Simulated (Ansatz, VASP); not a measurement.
# One calculation of ZnS, two programs

```xyz
2
Lattice="0.0000 2.4453 2.4453 2.4453 0.0000 2.4453 2.4453 2.4453 0.0000" Properties=species:S:1:pos:R:3 pbc="T T T"
Zn    0.0000    0.0000    0.0000
S     2.4453    2.4453    2.4453
```

Change from the starting cell: volume scaled by 0.88, LAPW.

Alike in both runs: task single point; functional PBE; k mesh 14 × 14 × 14; occupations fermi-dirac, width 0.08 eV; no spin polarisation.

```csv
,VASP,Ansatz
version,VASP 6.6.1,Ansatz 0.2.0
potentials or method,"VASP PAW PBE potentials, release 64 (Zn, S), cutoff 520 eV","all-electron LAPW, scalar-relativistic"
```

|  | VASP | Ansatz | Ansatz less VASP |
| --- | --- | --- | --- |
| pressure (GPa) | 15.0 | 14.7 | -0.26 |

Ansatz ran all-electron here, so the differences hold the error of VASP's frozen core and of both bases.
